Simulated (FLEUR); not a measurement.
Input of a FLEUR MaX-R8.1 (later development tree) run:

Contents of inp.xml:

```xml
<?xml version="1.0" encoding="UTF-8" standalone="no"?>
<fleurInput fleurInputVersion="0.39">
   <comment>
      W                                                                                                   
   </comment>
   <calculationSetup>
      <cutoffs Kmax="4.1" Gmax="12.7" GmaxXC="12.7" numbands="all"/>
      <scfLoop itmax="60" minDistance="0.00001" maxIterBroyd="15" imix="Anderson" alpha="0.05" precondParam="0.0" spinf="2.0" sdNocoIR="T"/>
      <coreElectrons ctail="T" frcor="F" kcrel="0" coretail_lmax="0"/>
      <xcFunctional name="vwn" relativisticCorrections="F"/>
      <magnetism jspins="1"/>
      <soc l_soc="T" theta="0.0" phi="0.0" spav="F"/>
      <expertModes spex="0" secvar="F"/>
      <geometryOptimization l_f="F" forcealpha="1.0" forcemix="BFGS" epsdisp="0.00001" epsforce="0.00001"/>
      <ldaU l_linMix="F" mixParam="0.05" spinf="1.0"/>
   </calculationSetup>
   <cell>
      <bzIntegration valenceElectrons="28.0" mode="hist" fermiSmearingEnergy="0.00183747">
         <kPointListSelection listName="default-1"/>
         <!-- k-points included here -->
         <xi:include xmlns:xi="http://www.w3.org/2001/XInclude" href="kpts.xml"> </xi:include>
      </bzIntegration>
      <!-- symmetry operations included here -->
      <xi:include xmlns:xi="http://www.w3.org/2001/XInclude" href="sym.xml"> </xi:include>
      <bulkLattice scale="1.0">
         <bravaisMatrix>
            <row-1>    0.0000000000000000     3.8361440329379994     3.8361440329379994</row-1>
            <row-2>    3.8361440329379994     0.0000000000000000     3.8361440329379994</row-2>
            <row-3>    3.8361440329379994     3.8361440329379994     0.0000000000000000</row-3>
         </bravaisMatrix>
      </bulkLattice>
   </cell>
   <atomSpecies>
      <species name="Tungsten (W)" element="W" atomicNumber="74">
         <mtSphere radius="2.51" gridPoints="829" logIncrement="0.016"/>
         <atomicCutoffs lmax="10" lnonsphr="10"/>
         <electronConfig flipSpins="F">
            <coreConfig>(1s1/2) (2s1/2) (2p1/2) (2p3/2) (3s1/2) (3p1/2) (3p3/2) (4s1/2) (3d3/2) (3d5/2) (4p1/2) (4p3/2) (4d3/2) (4d5/2)</coreConfig>
            <valenceConfig>(5s1/2) (5p1/2) (5p3/2) (6s1/2) (4f5/2) (4f7/2) (5d3/2) (5d5/2)</valenceConfig>
            <stateOccupation state="(5d3/2)" spinUp="0.800000" spinDown="0.800000"/>
            <stateOccupation state="(5d5/2)" spinUp="1.200000" spinDown="1.200000"/>
         </electronConfig>
         <energyParameters s="6" p="6" d="5" f="4"/>
         <lo type="SCLO" l="0" n="5" eDeriv="0"/>
         <lo type="SCLO" l="1" n="5" eDeriv="0"/>
         <lo type="SCLO" l="2" n="5" eDeriv="2"/>
         <lo type="SCLO" l="3" n="4" eDeriv="2"/>
      </species>
   </atomSpecies>
   <atomGroups>
      <atomGroup species="Tungsten (W)">
         <relPos label="                   1">.0000000000 .0000000000 .0000000000</relPos>
         <force calculate="T" relaxXYZ="TTT"/>
      </atomGroup>
   </atomGroups>
   <output dos="F" band="F" slice="F">
      <checks vchk="F" cdinf="F"/>
      <bandDOS minEnergy="-.5*Htr" maxEnergy="0.5*Htr" sigma="0.015" storeEVData="T"/>
      <vacuumDOS vacdos="F" integ="F" star="F" nstars="0" locx1="0.0" locy1="0.0" locx2="0.0" locy2="0.0" nstm="0" tworkf="0.0"/>
      <unfoldingBand unfoldBand="F" supercellX="1" supercellY="1" supercellZ="1"/>
      <plotting iplot="0" polar="F">
         <plot TwoD="T" vec1="  1.0  0.0  0.0" vec2="  0.0  1.0  0.0" vec3="  0.0  0.0  1.0" zero="  0.0  0.0  0.0" file="plot"/>
      </plotting>
      <chargeDensitySlicing numkpt="0" minEigenval="0.0" maxEigenval="0.0" nnne="0" pallst="F"/>
      <specialOutput eonly="F"/>
      <moessbauerParams electricFieldGradient="T" isomerShift="T" coreHyperfine="T" valenceHyperfine="T"/>
      <magneticCircularDichroism mcd="F" energyLo="-10.0" energyUp="0.0"/>
   </output>
  <!-- We include the file relax.xml here to enable relaxations (see documentation) -->
  <xi:include xmlns:xi="http://www.w3.org/2001/XInclude" href="relax.xml"> <xi:fallback/> </xi:include>
</fleurInput>
```

The input crystal.txt:

```
W
&input cartesian=F /
0.0000000000  2.0300000000  2.0300000000
2.0300000000  0.0000000000  2.0300000000
2.0300000000  2.0300000000  0.0000000000
1.8897261246
1.0 1.0 1.0

1
74 0.0000000000  0.0000000000  0.0000000000

&soc 0.0 0.0 /
&kpt div1=8 div2=8 div3=8 gamma=T /
```

Contents of inp.xml (bands):

```
<?xml version="1.0" encoding="UTF-8" standalone="no"?>
<fleurInput fleurInputVersion="0.39">
   <comment>
      W                                                                                                   
   </comment>
   <calculationSetup>
      <cutoffs Kmax="4.1" Gmax="12.7" GmaxXC="12.7" numbands="all"/>
      <scfLoop itmax="60" minDistance="0.00001" maxIterBroyd="15" imix="Anderson" alpha="0.05" precondParam="0.0" spinf="2.0" sdNocoIR="T"/>
      <coreElectrons ctail="T" frcor="F" kcrel="0" coretail_lmax="0"/>
      <xcFunctional name="vwn" relativisticCorrections="F"/>
      <magnetism jspins="1"/>
      <soc l_soc="T" theta="0.0" phi="0.0" spav="F"/>
      <expertModes spex="0" secvar="F"/>
      <geometryOptimization l_f="F" forcealpha="1.0" forcemix="BFGS" epsdisp="0.00001" epsforce="0.00001"/>
      <ldaU l_linMix="F" mixParam="0.05" spinf="1.0"/>
   </calculationSetup>
   <cell>
      <bzIntegration valenceElectrons="28.0" mode="hist" fermiSmearingEnergy="0.00183747">
         <kPointListSelection listName="path-1"/>
         <!-- k-points included here -->
         <xi:include xmlns:xi="http://www.w3.org/2001/XInclude" href="kpts.xml"> </xi:include>
      </bzIntegration>
      <!-- symmetry operations included here -->
      <xi:include xmlns:xi="http://www.w3.org/2001/XInclude" href="sym.xml"> </xi:include>
      <bulkLattice scale="1.0">
         <bravaisMatrix>
            <row-1>    0.0000000000000000     3.8361440329379994     3.8361440329379994</row-1>
            <row-2>    3.8361440329379994     0.0000000000000000     3.8361440329379994</row-2>
            <row-3>    3.8361440329379994     3.8361440329379994     0.0000000000000000</row-3>
         </bravaisMatrix>
      </bulkLattice>
   </cell>
   <atomSpecies>
      <species name="Tungsten (W)" element="W" atomicNumber="74">
         <mtSphere radius="2.51" gridPoints="829" logIncrement="0.016"/>
         <atomicCutoffs lmax="10" lnonsphr="10"/>
         <electronConfig flipSpins="F">
            <coreConfig>(1s1/2) (2s1/2) (2p1/2) (2p3/2) (3s1/2) (3p1/2) (3p3/2) (4s1/2) (3d3/2) (3d5/2) (4p1/2) (4p3/2) (4d3/2) (4d5/2)</coreConfig>
            <valenceConfig>(5s1/2) (5p1/2) (5p3/2) (6s1/2) (4f5/2) (4f7/2) (5d3/2) (5d5/2)</valenceConfig>
            <stateOccupation state="(5d3/2)" spinUp="0.800000" spinDown="0.800000"/>
            <stateOccupation state="(5d5/2)" spinUp="1.200000" spinDown="1.200000"/>
         </electronConfig>
         <energyParameters s="6" p="6" d="5" f="4"/>
         <lo type="SCLO" l="0" n="5" eDeriv="0"/>
         <lo type="SCLO" l="1" n="5" eDeriv="0"/>
         <lo type="SCLO" l="2" n="5" eDeriv="2"/>
         <lo type="SCLO" l="3" n="4" eDeriv="2"/>
      </species>
   </atomSpecies>
   <atomGroups>
      <atomGroup species="Tungsten (W)">
         <relPos label="                   1">.0000000000 .0000000000 .0000000000</relPos>
         <force calculate="T" relaxXYZ="TTT"/>
      </atomGroup>
   </atomGroups>
   <output dos="F" band="T" slice="F">
      <checks vchk="F" cdinf="F"/>
      <bandDOS minEnergy="-.5*Htr" maxEnergy="0.5*Htr" sigma="0.015" storeEVData="T"/>
      <vacuumDOS vacdos="F" integ="F" star="F" nstars="0" locx1="0.0" locy1="0.0" locx2="0.0" locy2="0.0" nstm="0" tworkf="0.0"/>
      <unfoldingBand unfoldBand="F" supercellX="1" supercellY="1" supercellZ="1"/>
      <plotting iplot="0" polar="F">
         <plot TwoD="T" vec1="  1.0  0.0  0.0" vec2="  0.0  1.0  0.0" vec3="  0.0  0.0  1.0" zero="  0.0  0.0  0.0" file="plot"/>
      </plotting>
      <chargeDensitySlicing numkpt="0" minEigenval="0.0" maxEigenval="0.0" nnne="0" pallst="F"/>
      <specialOutput eonly="F"/>
      <moessbauerParams electricFieldGradient="T" isomerShift="T" coreHyperfine="T" valenceHyperfine="T"/>
      <magneticCircularDichroism mcd="F" energyLo="-10.0" energyUp="0.0"/>
   </output>
  <!-- We include the file relax.xml here to enable relaxations (see documentation) -->
  <xi:include xmlns:xi="http://www.w3.org/2001/XInclude" href="relax.xml"> <xi:fallback/> </xi:include>
</fleurInput>
```

Potentials or basis: all-electron, FLAPW.

Run with:

```sh
$ inpgen -f crystal.txt -profile fastHighL
$ # inp.xml edited to the form shown
$ fleur_MPI
$ fleur_MPI   # second run, on inp.xml (bands)
```

Problem. Predict the band gap along the path.

Solution. None (metal or under the smearing width).

Levels at the corners of the path, in eV from the Fermi level:
| point | band 24 | band 25 | band 26 | band 27 | band 28 | band 29 | band 30 | band 31 | band 32 | band 33 |
| --- | --- | --- | --- | --- | --- | --- | --- | --- | --- | --- |
| Γ | -8.82 | -0.75 | -0.75 | -0.75 | -0.75 | -0.24 | -0.24 | 2.51 | 2.51 | 2.51 |
| X | -5.33 | -4.38 | -4.38 | 3.05 | 3.05 | 4.74 | 4.74 | 5.35 | 5.35 | 5.96 |
| W | -3.61 | -2.02 | -2.02 | -1.86 | -1.86 | 1.26 | 1.26 | 5.61 | 5.61 | 9.87 |
| K | -4.22 | -3.16 | -3.16 | -0.10 | -0.10 | 2.55 | 2.55 | 4.55 | 4.55 | 7.53 |
| Γ | -8.82 | -0.75 | -0.75 | -0.75 | -0.75 | -0.24 | -0.24 | 2.51 | 2.51 | 2.51 |
| L | -5.47 | -1.05 | -1.05 | -0.52 | -0.52 | 0.78 | 0.78 | 4.69 | 4.69 | 5.09 |
| U | -4.22 | -3.16 | -3.16 | -0.10 | -0.10 | 2.55 | 2.55 | 4.55 | 4.55 | 7.53 |
| W | -3.61 | -2.02 | -2.02 | -1.86 | -1.86 | 1.26 | 1.26 | 5.61 | 5.61 | 9.87 |
| L | -5.47 | -1.05 | -1.05 | -0.52 | -0.52 | 0.78 | 0.78 | 4.69 | 4.69 | 5.09 |
| K | -4.22 | -3.16 | -3.16 | -0.10 | -0.10 | 2.55 | 2.55 | 4.55 | 4.55 | 7.53 |
| U | -4.22 | -3.16 | -3.16 | -0.10 | -0.10 | 2.55 | 2.55 | 4.55 | 4.55 | 7.53 |
| X | -5.33 | -4.38 | -4.38 | 3.05 | 3.05 | 4.74 | 4.74 | 5.35 | 5.35 | 5.96 |
